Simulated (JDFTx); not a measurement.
Runs of JDFTx 1.7.0 (patched build) on NaCl. It takes space group Fm-3m (No. 225, cubic). Conventional cell: a = 5.588 Å, b = 5.588 Å, c = 5.588 Å, α = 90.00°, β = 90.00°, γ = 90.00°. Cl (site symmetry m-3m) is surrounded by 6 Na at 2.79 Å. Na (site symmetry m-3m) is surrounded by 6 Cl at 2.79 Å. The cell is a database's computed one.

```tsv
task	level	potentials or basis	cell	k mesh	cutoff (eV)	band ratio of the Davidson solver	max SCF steps	SCF threshold on the energy	solver of the electrons	further solve for the empty bands	gap on the mesh (eV)	pressure (GPa)
relaxation of cell and atoms	PBE	PseudoDojo-SR-PBE-0.5-standard	relaxed	6 × 6 × 6	1197	-	100	1e-10 Ha	scf	no	4.99	0.0
relaxation of the atoms	PBE	PseudoDojo-SR-PBE-0.5-standard	atoms relaxed from: relaxed cell strained by -0.01 in Voigt component 4	6 × 6 × 6	1197	-	100	1e-10 Ha	scf	no	4.98	0.0
relaxation of the atoms	PBE	PseudoDojo-SR-PBE-0.5-standard	atoms relaxed from: relaxed cell strained by 0.01 in Voigt component 4	6 × 6 × 6	1197	-	100	1e-10 Ha	scf	no	4.98	0.0
single point	SCAN	SG15-PBE-1.2	as given	8 × 8 × 8	1088	-	100	1e-09 Ha	scf	yes	5.92	0.3
single point	PBE	PseudoDojo-SR-PBE-0.5-standard	atoms moved at random, drawn with an rms of 0.05 Å	8 × 8 × 8	1197	-	100	1e-09 Ha	scf	yes	5.22	1.6
single point	TASK	SG15-PBE-1.2	as given	8 × 8 × 8	1088	-	100	1e-09 Ha	scf	yes	8.56	(b)
single point	PBE	PseudoDojo-SR-PBE-0.5-standard	as given	8 × 8 × 8	1197	-	100	1e-09 Ha	scf	yes	5.22	1.6
relaxation of the atoms	PBE	PseudoDojo-SR-PBE-0.5-standard	atoms relaxed from: relaxed cell strained by -0.01 in Voigt component 1	6 × 6 × 6	1197	-	100	1e-10 Ha	scf	no	5.03	0.3
relaxation of the atoms	PBE	PseudoDojo-SR-PBE-0.5-standard	atoms relaxed from: relaxed cell strained by 0.01 in Voigt component 1	6 × 6 × 6	1197	-	100	1e-10 Ha	scf	no	(a)	-0.2
```

Alike in all rows: no spin polarisation; smearing fermi-dirac 0.05 eV.

**Question.** Fill in the values left out.

**Answer.** (a) 4.95; (b) 8.9.

Caveats: the relaxation stopped at its first step, so nothing moved (some runs); the potentials were made for another functional, which shifts forces and pressure (some runs).

A k mesh can miss the band edges.
